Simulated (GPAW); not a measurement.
KMgF3:

```
CELL_PARAMETERS angstrom
3.98590 0.00000 0.00000
0.00000 3.98590 0.00000
0.00000 0.00000 3.98590
ATOMIC_POSITIONS crystal
K 0.50000 0.50000 0.50000
Mg 0.00000 0.00000 0.00000
F 0.00000 0.00000 0.50000
F 0.00000 0.50000 0.00000
F 0.50000 0.00000 0.00000
```

Base run:

```yaml
Program: GPAW 26.7.0
Functional: AM05
Potentials_or_basis: PAW data sets generated in the run's folder for this functional
Cutoff: 650 eV
Basis: pw
k_mesh: 6 × 6 × 6
Occupations: fermi-dirac, width 0.001 eV
Spin: no spin polarisation
```

Its results: band gap on the k mesh 7.32 eV, indirect (least direct gap 7.64 eV).

The run is repeated on the same cell with these changes: functional from AM05 to PBEsol. What comes out?

Band gap on the k mesh 7.13 eV, indirect (least direct gap 7.46 eV).

Caveats: the long-wavelength limit can be off by a per cent or two; an odd mesh through Γ misses points on the zone boundary, where band edges often lie.
